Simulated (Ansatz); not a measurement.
# Mercury, alpha-Hg (rhombohedral) under LDA: convergence with the Methfessel-Paxton smearing

How small must the Methfessel-Paxton smearing width be for energy and pressure to settle? The geometry was relaxed under LDA beforehand and stays fixed; 7 values are run, from 0.01 to 1.0 eV. Wanted are the values from which on the energy stays within 10 and 1 meV/atom, and the pressure within 0.5 GPa, of the narrowest run. Within the series other settings stay. Spin polarisation is left out.

Method: DFT LDA, plane waves with PAW, scalar-relativistic, in Ansatz 0.2.0.

## (1) Starting point

Symmetry: R-3m, No. 166, trigonal system. The conventional cell has a = 3.493 Å, b = 3.493 Å, c = 6.444 Å, α = 90.00°, β = 90.00°, γ = 120.00°. Around Hg (site symmetry -3m) lie 6 Hg at 2.95 Å.

As a file:

```
Hg
1.0
     1.74632    1.00824    2.14788
    -1.74632    1.00824    2.14788
     0.00000   -2.01648    2.14788
Hg
1
Cartesian
  -1.7463 1.0082 2.1479
```

## (2) Run at 0.01 eV

The run at 0.01 eV.

input.yaml

```yaml
crystal:
  lattice:
    - [1.7463233735, 1.0082402698, 2.1478810803]
    - [-1.7463233735, 1.0082402698, 2.1478810803]
    - [0.0, -2.0164805396, 2.1478810803]
  atoms:
    - { symbol: Hg, position: [0.0, 1.0, 0.0] }
hamiltonian:
  xc: lda
  pseudopotentials:
    kind: paw
    azcp:
      Hg: "pseudopotentials/Hg.paw.azcp"
basis:
  ecutwfc: 420
  fft_grid_basis: typed
kpoints:
  mp_grid: { grid: [11, 11, 11], shift: [0, 0, 0] }
magnetization:
  spin_polarized: false
scf:
  occupations: { method: methfessel_paxton, width: 0.01 }
  lower_state_search: "off"
output:
  stress: true
```

Started as:

```
> ansatz run input.yaml --threads 2 --pin off --max-ram 5120MiB --backend cpu --events-out ev --progress --plain --runs-dir out
```

## (3) Run at 0.03 eV

The run at 0.03 eV.

Edit input.yaml of step 2 so:

```diff
@@ -21,3 +21,3 @@
 scf:
-  occupations: { method: methfessel_paxton, width: 0.01 }
+  occupations: { method: methfessel_paxton, width: 0.03 }
   lower_state_search: "off"
```

## (4) Run at 0.1 eV

The run at 0.1 eV.

Edit input.yaml of step 3 so:

```diff
@@ -21,3 +21,3 @@
 scf:
-  occupations: { method: methfessel_paxton, width: 0.03 }
+  occupations: { method: methfessel_paxton, width: 0.1 }
   lower_state_search: "off"
```

## (5) Run at 0.2 eV

The run at 0.2 eV.

Edit input.yaml of step 4 so:

```diff
@@ -21,3 +21,3 @@
 scf:
-  occupations: { method: methfessel_paxton, width: 0.1 }
+  occupations: { method: methfessel_paxton, width: 0.2 }
   lower_state_search: "off"
```

## (6) Run at 0.3 eV

The run at 0.3 eV.

Edit input.yaml of step 5 so:

```diff
@@ -21,3 +21,3 @@
 scf:
-  occupations: { method: methfessel_paxton, width: 0.2 }
+  occupations: { method: methfessel_paxton, width: 0.3 }
   lower_state_search: "off"
```

## (7) Run at 0.6 eV

The run at 0.6 eV.

Edit input.yaml of step 6 so:

```diff
@@ -21,3 +21,3 @@
 scf:
-  occupations: { method: methfessel_paxton, width: 0.3 }
+  occupations: { method: methfessel_paxton, width: 0.6 }
   lower_state_search: "off"
```

## (8) Run at 1.0 eV

The run at 1.0 eV.

Edit input.yaml of step 7 so:

```diff
@@ -21,3 +21,3 @@
 scf:
-  occupations: { method: methfessel_paxton, width: 0.6 }
+  occupations: { method: methfessel_paxton, width: 1.0 }
   lower_state_search: "off"
```

(Steps that only read results are left out.)

Q: Predict the outcome of this session.

As calculated:

| quantity | value |
| --- | --- |
| E(σ → 0) stays within 10 meV/atom of 0.01 eV | up to 1.0 eV |
| E(σ → 0) stays within 1 meV/atom | up to 1.0 eV |
| pressure stays within 0.5 GPa | up to 1.0 eV |
| pressure at 0.01 eV | 0.19 GPa |
| energy of a separate run on a finer mesh (19×19×19) | +2.5 meV/atom from 0.01 eV |

In words: The far end, 1.0 eV, lies +0.7 meV/atom and -0.3 GPa from the yardstick. The free energy F moves by +3.2 meV/atom over the range, and the estimate for σ → 0 by +0.7. This scheme cancels the term in the square of the width, so F moves little up to 0.2 eV. The mesh (11×11×11) is fixed, so the narrowest widths carry a k-point error of their own. The yardstick itself is unsettled by 2.5 meV/atom against the finer mesh, so the thresholds above hold only within this series, and wider smearing, which averages over more states, can land nearer the fine-mesh value than the narrowest does.
